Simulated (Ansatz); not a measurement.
# Zinc-blende InN (metastable phase)

These are HSE06-D3(BJ) (Ansatz, a program for electronic structure, plane waves, PAW) values and carry that method's errors.

Run with plane-wave cutoff 460 eV, 10×10×10 k mesh, Fermi–Dirac smearing 0.01 eV, scalar-relativistic PAW data made under PBE.

Cell (relaxed at this level):

```
CELL_PARAMETERS angstrom
      0.00000     2.47160     2.47160
      2.47160     0.00000     2.47160
      2.47160     2.47160     0.00000
ATOMIC_POSITIONS crystal
  In 0.00000 0.00000 0.00000
  N  0.25000 0.25000 0.25000
```

```yaml
bulk_modulus: 153 GPa
band_gap: 0.59 eV (on the SCF k mesh)
pressure derivative B′ of the bulk modulus: 4.5
```

Measured, for comparison: band gap 0.61 eV (low temperature, zero-point motion not removed, photoluminescence, epilayer; as tabulated in Schörmann, As, Lischka, Schley, Goldhahn et al., Appl. Phys. Lett. 89, 261903 …).

Spin–orbit coupling is not included.
